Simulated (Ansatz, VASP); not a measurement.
**Re: VASP beside Ansatz**

```
CELL_PARAMETERS angstrom
2.60290 0.00000 0.00000
-1.30145 2.25418 0.00000
0.00000 0.00000 4.20362
ATOMIC_POSITIONS crystal
Re 0.33333 0.66667 0.25000
Re 0.66667 0.33333 0.75000
```

Change from the starting cell: zz strain of +1 %, PAW files.

Alike in both runs: task electric field gradients; functional LDA; k mesh 14 × 14 × 8; occupations fermi-dirac, width 0.05 eV; no spin polarisation.

|  | VASP | Ansatz |
| --- | --- | --- |
| version | VASP 6.6.1 | Ansatz 0.2.0 |
| potentials or method | VASP PAW LDA potentials, release 64 (Re) | PAW with Ansatz's default frozen-core files, scalar-relativistic |
| plane-wave cutoff (eV) | 520 | 420 |
| valence electrons in the cell | 14 | 30 |

Ansatz gave:

- pressure (GPa): 84.1
- largest component of the traceless stress (GPa): 0.60
- Vzz of the field gradient on the site that differs most (V/Å²): -68.1

Task: What did VASP give for the same quantities?

Result: Pressure (GPa): 89.0; largest component of the traceless stress (GPa): 0.69; Vzz of the field gradient on the site that differs most (V/Å²): -81.0.

The two sets of potentials don't hold the same shells in valence. Ansatz warned: «gradients_without_spin_orbit».

Caveats: the cell as given lies far from equilibrium; so large a pressure means that the cell lies far from this level's equilibrium, or that cutoff or potentials fall short (VASP). The runs have no spin-orbit coupling, so splittings on Re are missing.
